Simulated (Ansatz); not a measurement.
Input of an Ansatz 0.2.0 run:

File input.yaml:

```yaml
crystal:
  lattice:
    - [0.0, 2.8338, 2.8338]
    - [2.8338, 0.0, 2.8338]
    - [2.8338, 2.8338, 0.0]
  atoms:
    - { symbol: Se, position: [0.75, 0.75, 0.75] }
    - { symbol: Zn, position: [0.0, 0.0, 0.0] }
hamiltonian:
  xc: { exchange: slater, correlation: vwn5 }
  pseudopotentials: { kind: paw }
kpoints:
  mp_grid: { grid: [8, 8, 8] }
  band_path:
    path:
      - [[0.0, 0.0, 0.0], [0.5, 0.0, 0.5], [0.5, 0.25, 0.75], [0.375, 0.375, 0.75], [0.0, 0.0, 0.0], [0.5, 0.5, 0.5], [0.625, 0.25, 0.625], [0.5, 0.25, 0.75], [0.5, 0.5, 0.5], [0.375, 0.375, 0.75]]
      - [[0.625, 0.25, 0.625], [0.5, 0.0, 0.5]]
    npoints: 14
scf:
  occupations: { method: fermi_dirac, width: 0.05 }
  n_extra_bands: 6
output:
  forces: true
  stress: true
  eigenvalues: true
  fatbands: true
```

Potentials or basis: Ansatz PAW.

Launch:

```bash
$ ansatz run input.yaml --threads 2 --pin off --max-ram 5120MiB --backend cpu --events-out ev --progress --plain --runs-dir out
```

Question: Estimate the band gap along the path.

Answer: 1.03 eV, direct.

Question: Predict the band gap on the k mesh.

Answer: 1.03 eV, direct.

Question: What does it give for the pressure?

Answer: -3.4 GPa.

Levels at the corners of the path, in eV from the valence-band top:
```
point  band 12  band 13  band 14  band 15  band 16  band 17
    Γ     0.00     0.00     0.00     1.03     5.72     5.72
    X    -4.83    -2.20    -2.20     2.82     3.33    10.50
    W    -4.75    -2.80    -2.69     5.35     5.44     6.81
    K    -4.78    -3.13    -1.80     3.43     5.48     8.88
    Γ     0.00     0.00     0.00     1.03     5.72     5.72
    L    -5.29    -0.87    -0.87     2.36     6.30     6.30
    U    -4.78    -3.13    -1.80     3.43     5.48     8.88
    W    -4.75    -2.80    -2.69     5.35     5.44     6.81
    L    -5.29    -0.87    -0.87     2.36     6.30     6.30
    K    -4.78    -3.13    -1.80     3.43     5.48     8.88
    U    -4.78    -3.13    -1.80     3.43     5.48     8.88
    X    -4.83    -2.20    -2.20     2.82     3.33    10.50
```

Caveat: the PAW data sets come from PBE, with cores solved anew for the run's functional, which leaves a small shift of forces and pressure.

**Measured values to compare with.**

“Alloy Disordering Effects on the Thermal Conductivity and Energy Gap Temperature Dependence of Cd1−xZnxSe Ternary Crystals Grown by the Bridgman Method”, 2023, pmc:10253836 reports, for a bulk crystal of ZnSe at 300 K: band gap 2.695 ± 0.003 eV (an exciton energy, a little under the gap).

Against the measured gap of ZnSe, 2.695 eV (an exciton energy, a little under the gap; 300 K; “Alloy Disordering Effects on the Thermal Conductivity and Energy Gap Temperature Dependence of Cd1−xZnxSe Ternary Crystals Grown by the Bridgman Method”, 2023, pmc:10253836), the calculated 1.03 eV is off by -1.66 eV. So large a miss can be the level of theory's own, or it may mean another phase, state or a wrong row. Spin-orbit coupling on Se is left out. The value is that of SVWN5, without temperature or zero-point motion.
